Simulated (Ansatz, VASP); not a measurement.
# CuO: VASP beside Ansatz

The input INCAR:

```
SYSTEM = CuO
PREC     = Accurate       ! precision mode
ENCUT    = 520            ! plane-wave cutoff, eV
EDIFF    = 1E-7           ! SCF threshold, eV
ISMEAR   = -1             ! smearing method
SIGMA    = 0.05           ! smearing width, eV
LREAL    = .FALSE.        ! projectors in reciprocal space
LASPH    = .TRUE.         ! aspherical terms in the spheres
NELM     = 80             ! most SCF steps
ALGO     = Normal         ! electronic algorithm
ISIF     = 2              ! what is computed and relaxed
LWAVE    = .FALSE.        ! write WAVECAR
LCHARG   = .FALSE.        ! write CHGCAR
GGA      = PE             ! functional
NBANDS   = 44             ! bands
```

Contents of KPOINTS:

```
Automatic mesh
0
G
  9 5 5
  0 0 0
```

Contents of POSCAR:

```
CuO
1.0
    2.3418500000     -1.7113000000      0.0000000000
   -1.4918200000     -1.7113000000     -5.0578700000
    2.3418500000      5.1339000000      0.0000000000
Cu O
4 4
Direct
    0.3213271600      0.9565765600      0.2905417800
    0.6786728400      0.0434234400      0.7094582200
    0.3225567000      0.5218645100      0.6836463300
    0.6774433000      0.4781354900      0.3163536700
    0.4176716400      0.7073204800      0.0098998500
    0.4139283600      0.7926795200      0.6585001500
    0.2249395900      0.3481680500      0.0734239800
    0.9434604100      0.1518319500      0.2581760200
```

input.yaml

```yaml
crystal:
  lattice:
    - [2.34185, -1.7113, 0.0]
    - [-1.49182, -1.7113, -5.05787]
    - [2.34185, 5.1339, 0.0]
  atoms:
    - { symbol: Cu, position: [0.32132716, 0.95657656, 0.29054178] }
    - { symbol: Cu, position: [0.67867284, 0.04342344, 0.70945822] }
    - { symbol: Cu, position: [0.3225567, 0.52186451, 0.68364633] }
    - { symbol: Cu, position: [0.6774433, 0.47813549, 0.31635367] }
    - { symbol: O, position: [0.41767164, 0.70732048, 0.00989985] }
    - { symbol: O, position: [0.41392836, 0.79267952, 0.65850015] }
    - { symbol: O, position: [0.22493959, 0.34816805, 0.07342398] }
    - { symbol: O, position: [0.94346041, 0.15183195, 0.25817602] }
hamiltonian:
  xc: pbe
  pseudopotentials: { kind: paw }
kpoints:
  mp_grid: { grid: [9, 5, 5] }
scf:
  occupations: { method: fermi_dirac, width: 0.05 }
output:
  forces: true
  stress: true
  eigenvalues: true
```

Alike in both runs: task single point; functional PBE; k mesh 9 × 5 × 5; occupations fermi-dirac, width 0.05 eV; no spin polarisation.

|  | VASP | Ansatz |
| --- | --- | --- |
| version | VASP 6.6.1 | Ansatz 0.2.0 |
| potentials or method | VASP PAW PBE potentials, release 64 (Cu, O) | Ansatz PAW |
| plane-wave cutoff (eV) | 520 | 420 |
| valence electrons in the cell | 68 | 100 |

Ansatz gave:

| Quantity | Value |
| --- | --- |
| gap on the k mesh at the Fermi level (eV) | none |
| rms of the force components (eV/Å) | 4.866 |

Task: Which values does VASP return?

Result: gap on the k mesh at the Fermi level (eV): none; rms of the force components (eV/Å): 4.920.

Atom by atom the forces differ by 0.093 eV/Å (rms over components). A gap of «none» marks a metal or a gap that the smearing closes. The two sets of potentials don't hold the same shells in valence.

Caveats: the run has no spin polarisation, though such a crystal can be magnetic; semilocal functionals often make such compounds metallic where correlation or magnetic order opens a gap, which also shifts bond lengths; forces of over 1 eV/Å show positions far from the minimum, so gaps and moduli don't describe the material at rest.
